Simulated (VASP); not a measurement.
NiO, 2 atoms in the cell. It takes space group Fm-3m (No. 225, cubic). Conventional cell: a = 4.183 Å, b = 4.183 Å, c = 4.183 Å, α = 90.00°, β = 90.00°, γ = 90.00°. Around Ni (site symmetry m-3m) lie 6 O at 2.09 Å. O (site symmetry m-3m) has 6 Ni at 2.09 Å as nearest neighbours. 

```yaml
Program: VASP 6.6.1
Task: single point
Functional: LDA
Potentials_or_basis: VASP PAW LDA potentials, release 64 (Ni, O)
Cutoff: 520 eV
k_mesh: 8 × 8 × 8
Occupations: gaussian, width 0.05 eV
Spin: collinear spin, ferromagnetic start
Starting_moments: "[1.0, 0.0] μB"
Fixed_moment: 4 μB
Hubbard_terms: Ni d U = 8 eV
Further_INCAR_settings: ALGO = Normal; EDIFF = 1e-06; NBANDS = 19
```

Potentials or basis: VASP PAW LDA potentials, release 64 (Ni, O).

The run is started by

```console
$ cat potpaw_LDA.64/Ni/POTCAR potpaw_LDA.64/O/POTCAR > POTCAR
$ mpirun -np 1 vasp_std > vasp.out
```

Hardware: 1 thread of Intel(R) Xeon(R) Platinum 8488C (Sapphire Rapids) (shared host).

Task: Estimate the wall time of this run.

Result: Run time: 16 s on 1 thread of Intel(R) Xeon(R) Platinum 8488C (Sapphire Rapids) (shared host), peak memory 0.14 GiB. Counts: scf iterations 17, k points 29.
